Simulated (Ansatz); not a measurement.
Runs of Ansatz 0.2.0 on Au. Symmetry: Pm-3m, No. 221, cubic system. Conventional cell: a = 2.748 Å, b = 2.748 Å, c = 2.748 Å, α = 90.00°, β = 90.00°, γ = 90.00°. Au (site symmetry m-3m) is surrounded by 6 Au at 2.75 Å. The cell was built by a generator and needn't be a form met in nature.

```csv
task,level,spin,cell,k mesh,points for each segment of the path,gap on the mesh (eV),pressure (GPa),relaxed volume (Å³/atom)
relaxation of cell and atoms,LDA,off,relaxed,10 × 10 × 10,-,none,0.0,18.96
band structure,PBEsol,off,as given,10 × 10 × 10,14,none,(a),-
band structure,LDA,off,as given,10 × 10 × 10,14,none,-10.0,-
band structure,LDA,"SOC, no magnetisation",as given,7 × 7 × 7,14,none,(b),-
relaxation of cell and atoms,PBEsol,off,relaxed,10 × 10 × 10,-,none,0.0,19.55
```

Alike in all rows: potentials or basis Ansatz PAW; cutoff (eV) 420; smearing fermi-dirac 0.05 eV.

Q: Estimate the missing entries.

A: (a) -6.3; (b) -11.7.

Caveats: the PAW data sets come from PBE, with cores solved anew for the run's functional, which leaves a small shift of forces and pressure; the plane-wave basis is chosen anew once the cell has moved, so the energies of steps on either side of that aren't comparable (some runs); spin-orbit coupling is left out, which moves the levels of the heavy elements (some runs).

A k mesh can miss the band edges, and rows without SOC leave out spin-orbit coupling on Au.

A gap of «none» marks a metal or a gap under the smearing width.

Runs at the PBE level aren't shown here.
